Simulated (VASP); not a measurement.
# How uniaxial stress along [001] changes BP (F-43m), part 2 of 2

Wanted: the response of BP to uniaxial stress along [001], as a table, with a fit that predicts a row left out.

VASP 6.6.1, plane waves and PAW; the level of theory is named at each step.

So far: The structure; Relax the crystal, LDA; Strain across the axis, LDA; Band edges, TB-mBJ with spin-orbit coupling.

**5. Band edges, r2SCAN with spin-orbit coupling**

Short lines in KPOINTS_OPT sample the zone centre along and across the axis, for masses, and the other valleys.

Level: r2SCAN, spin-orbit coupling; plane waves and PAW (B, P); cell typed or built by script.

Contents of INCAR:

```
SYSTEM = BP
PREC = Accurate
ENCUT = 480
EDIFF = 1E-06
NELM = 100
ISMEAR = 0
SIGMA = 0.02
LREAL = .FALSE.
ALGO = Normal
METAGGA = R2SCAN
LASPH = .TRUE.
LNONCOLLINEAR = .TRUE.
MAGMOM = 0 0 0 0 0 0
NBANDS = 18
GGA_COMPAT = .FALSE.
LSORBIT = .TRUE.
LWAVE = .FALSE.
LCHARG = .FALSE.
KPAR = 3
```

Contents of POSCAR:

```
BP
1.0
    0.0000000000      2.2492266770      2.2223525710
    2.2492266770      0.0000000000      2.2223525710
    2.2492266770      2.2492266770      0.0000000000
B P
1 1
Direct
    0.0000000000      0.0000000000      0.0000000000
    0.2500000000      0.2500000000      0.2500000000
```

Contents of KPOINTS:

```
Automatic mesh
0
Gamma
9 9 9
0 0 0
```

Contents of KPOINTS_OPT:

```
Line mode
6
Line-mode
Reciprocal
  0.00000000   0.00000000   0.00000000
  0.01768492   0.01768492   0.00000000

  0.00000000   0.00000000   0.00000000
 -0.00000000  -0.01789878  -0.01789878

  0.31000000   0.31000000   0.00000000
  0.50000000   0.50000000   0.00000000

  0.00000000   0.31000000   0.31000000
  0.00000000   0.50000000   0.50000000

  0.45000000   0.45000000   0.45000000
  0.50000000   0.50000000   0.50000000

  0.45000000   0.00000000   0.00000000
  0.50000000   0.00000000   0.00000000

  0.42500000   0.42500000   0.00000000
  0.42500000   0.44289878   0.01789878

  0.50000000   0.50000000   0.50000000
  0.48734365   0.51265635   0.50000000
```

PAW data sets: B and P (LDA family, release 64).

Command:

```
> mpirun -np 3 vasp_ncl
```

What it wrote:

```text
[banner, memory and clock lines left out]
running    3 mpi-ranks, on    1 nodes
[...]
[... a notice as in an earlier step ...]

 LDA part: xc-table for (None), standard interpolation
 POSCAR, INCAR and KPOINTS ok, starting setup
[...]
entering main loop
       N       E                     dE             d eps       ncg     rms          rms(c)
DAV:   1    -0.324971375652E+02   -0.32497E+02   -0.34205E+03  4140   0.775E+02
DAV:   2    -0.597496934138E+02   -0.27253E+02   -0.24902E+02  5746   0.147E+02
DAV:   3    -0.608420260202E+02   -0.10923E+01   -0.10823E+01  5296   0.251E+01
DAV:   4    -0.608486353303E+02   -0.66093E-02   -0.66055E-02  5124   0.237E+00
[...]
DAV:  10    -0.589119211165E+02   -0.96203E-04   -0.27076E-05  4810   0.577E-02    0.594E-02
DAV:  11    -0.589119467402E+02   -0.25624E-04   -0.22898E-05  4690   0.476E-02    0.170E-02
DAV:  12    -0.589119475369E+02   -0.79671E-06   -0.15141E-06  4960   0.151E-02
   1 F= -.58911948E+02 E0= -.58911948E+02  d E =-.359496E-23  mag=     0.0000    -0.0000     0.0000
 Start KPOINTS_OPT (optional k-point list driver)
k-point batch [1-48\48]
       N       E                     dE             ncg
DAV:   1     0.224075102093E+04   -0.83942E+04     1728
DAV:   2     0.845421973656E+03   -0.13953E+04     2440
DAV:   3     0.793694723287E+03   -0.51727E+02     2144
DAV:   4     0.793346519000E+03   -0.34820E+00     2190
DAV:   5     0.793342251960E+03   -0.42670E-02     2172
DAV:   6     0.793342177254E+03   -0.74706E-04     2228
DAV:   7     0.793342175692E+03   -0.15620E-05     1830
DAV:   8     0.793342175641E+03   -0.51006E-07     1530
```

It took 91 s on 3 MPI ranks of Intel Xeon Platinum 8488C (Sapphire Rapids), shared host; peak memory 0.81 GiB; 4.4 min of CPU time.

From OUTCAR (step 5):

```text
  Total        0.5503901      0.5503901      1.0477621      0.0000000      0.0000000      0.0000000
  in kB       39.2167647     39.2167647     74.6558542      0.0000000      0.0000000      0.0000000
  external PRESSURE =      51.0297946 kB  Pullay stress =       0.0000000 kB

 POSITION                                       TOTAL-FORCE (eV/Angst)
 -----------------------------------------------------------------------------------
      0.00000      0.00000      0.00000        -0.000000     -0.000000      0.000000
      1.12461      1.12461      1.11118         0.000000      0.000000     -0.000000
 -----------------------------------------------------------------------------------
    total drift:                                0.000000      0.000000     -0.000000

  FREE ENERGIE OF THE ION-ELECTRON SYSTEM (eV)
  ---------------------------------------------------
  free  energy   TOTEN  =       -58.9119475369 eV

  energy  without entropy=      -58.9119475369  energy(sigma->0) =      -58.91194754

[... 2 parts as in an earlier step ...]

[... 1 further part left out ...]
[key lines of the parts left out:]
E-fermi :   8.2177
```

Numbers from this step:

| Property | Result |
| --- | --- |
| energy(sigma→0) of the program | -58.9119 eV |
| stress, compression positive | xx, yy, zz 3.92, 3.92, 7.47 GPa |

The run ends at a pressure of 5.10 GPa.

**6. The whole series**

Runs beyond LDA use the data sets made with LDA; this shifts their levels slightly, and their total energies have another zero (at TB-mBJ, which has no energy functional, they mean nothing).

The other members went through these steps as far as the tables show, with the same cutoff and, step by step, the same mesh; 41 runs are not shown. The session took 1.2 core hours (wall time by ranks) on a shared machine.

```csv
strain along the axis (%),strain across the axis (%),"stress along the axis, tension positive (GPa)",energy above the unstrained row (meV/atom),"gap on the mesh, LDA (eV)"
-2.000,0.406,-6.489,4.666,0.798
-1.500,0.300,-4.878,2.632,0.893
-1.000,0.197,-3.258,1.177,0.988
-0.500,0.097,-1.633,0.299,1.082
0,0.000,-0.005,0.000,1.176
0.500,-0.092,1.632,0.273,1.137
1.000,-0.182,3.269,1.122,1.098
1.500,-0.269,4.908,2.545,1.060
2.000,-0.353,6.546,4.542,1.022
```

Slopes at zero strain, from cubics through all rows: strain ratio -0.190, stress over strain 327 GPa.

Band edges at TB-mBJ with spin-orbit coupling, counted from the valence-band top at Γ, spin-orbit pairs averaged, with one row partly withheld:

```csv
strain along the axis (%),gap (eV),conduction band at Γ (eV),Δ or X valley along z (eV),Δ or X valley along x (eV),"lowest conduction level at L, [111] (eV)","lowest conduction level at L, [-111] (eV)",second valence level below the top (eV),third valence level below the top (eV)
-2.000,1.623,4.072,1.621,1.939,4.555,4.555,0.252,0.281
-1.500,1.725,4.132,1.723,1.960,4.616,4.616,0.186,0.216
-1.000,1.826,4.190,1.825,1.981,4.669,4.669,0.121,0.151
-0.500,1.925,4.244,1.924,2.002,4.710,4.710,0.057,0.089
0,2.016,4.280,2.015,2.015,4.733,4.733,0.000,0.042
0.500,1.974,4.249,2.049,1.973,4.686,4.686,0.021,0.086
1.000,1.932,4.214,?,1.931,4.628,4.628,0.025,0.149
1.500,1.891,4.178,2.114,1.889,4.560,4.560,0.026,0.214
2.000,1.850,4.141,2.145,1.848,4.483,4.483,0.026,0.279
```

Band edges at r2SCAN with spin-orbit coupling, counted from the valence-band top at Γ, spin-orbit pairs averaged:

```csv
strain along the axis (%),gap (eV),conduction band at Γ (eV),Δ or X valley along z (eV),Δ or X valley along x (eV),"lowest conduction level at L, [111] (eV)","lowest conduction level at L, [-111] (eV)",second valence level below the top (eV),third valence level below the top (eV)
-2.000,0.988,3.450,0.988,1.318,4.130,4.130,0.238,0.267
-1.500,1.090,3.508,1.089,1.335,4.195,4.195,0.176,0.205
-1.000,1.190,3.565,1.190,1.352,4.250,4.250,0.115,0.144
-0.500,1.289,3.617,1.288,1.369,4.292,4.292,0.054,0.086
0,1.380,3.652,1.380,1.380,4.313,4.313,0.000,0.041
0.500,1.338,3.622,1.416,1.337,4.265,4.265,0.021,0.083
1.000,1.296,3.587,1.452,1.295,4.201,4.201,0.024,0.142
1.500,1.254,3.551,1.487,1.253,4.125,4.125,0.025,0.204
2.000,1.214,3.516,1.521,1.212,4.039,4.039,0.026,0.267
```

**7. Fit and prediction**

The quantity to fit is the splitting of the Δ or X valleys (z less x) at TB-mBJ with spin-orbit coupling: -0.318, -0.236, -0.156, -0.078, 0.000, 0.076, 0.225, 0.297 eV in the rows shown.

A least-squares parabola through the 8 rows shown, with d the strain along the axis less the strain across it, in %: E = − 0.001206 d² + 0.1292 d − 4.66e-6 (eV), r.m.s. residual 4.8e-5 eV.

For the withheld row, d = 1.182, the fit gives 0.1511 eV.

**8. Checking the prediction**

The calculation gives 0.1511 eV, so the prediction is right to the last digit shown.

The splitting is Ξu times d, with d as a fraction, so the linear term gives Ξu = 12.9 eV.

**9. Results**

| Property | Result |
| --- | --- |
| Poisson ratio | 0.190 |
| Young's modulus along the axis | 327 GPa |
| gap of the unstrained cell, TB-mBJ with spin-orbit coupling | 2.02 eV |
| gap of the unstrained cell, r2SCAN with spin-orbit coupling | 1.38 eV |
| shear deformation potential Ξu of the Δ or X valleys | 12.9 eV |
| error of the predicted row | 0.0 meV |

**Reading.** As a check, the curvature of the energy gives 326 GPa for the same modulus (energy per volume = E/2 × strain²), 0 % from the slope of the stress. At TB-mBJ with spin-orbit coupling the lowest conduction valley is Δ or X throughout, and the gap runs between 1.62 and 2.02 eV. At r2SCAN with spin-orbit coupling the lowest conduction valley is Δ or X throughout, and the gap runs between 0.99 and 1.38 eV. Hole masses are left out throughout, since the top bands are degenerate or cross in many series; of conduction masses, those of the Γ, L and (for Si and Ge under (001) strain) Δ valleys are kept where they change by under an eighth between rows. TB-mBJ is a potential fitted for gaps; it has no energy functional, so its total energies and forces mean nothing, and its bands tend to come out too narrow. r2SCAN opens gaps somewhat over GGA but leaves them below measured values as a rule. Δ or X levels are the lowest on their line, refined by a parabola unless they lie at X; the gap is read from all points sampled and can differ from the lowest valley by some meV, or by tens of meV where strain moves the valence top off Γ. Temperature, zero-point motion and excitons are left out.

[Lines on the potential files, build, host, timing and source positions are cut from VASP's logs without a mark.]

[Logs are printed without paths, hosts, clocks, repeated set-up lines and the standing remarks that a program may print on its own settings, such as how far it seeks lower states.]

[Hosts, paths, dates, database ids (printed as entryN), source tags and the programs' standing remarks are cut or masked in the printed files.]

[In band tables of VASP the shares of atoms and orbitals are scaled to a sum of 1 inside the atoms' spheres.]
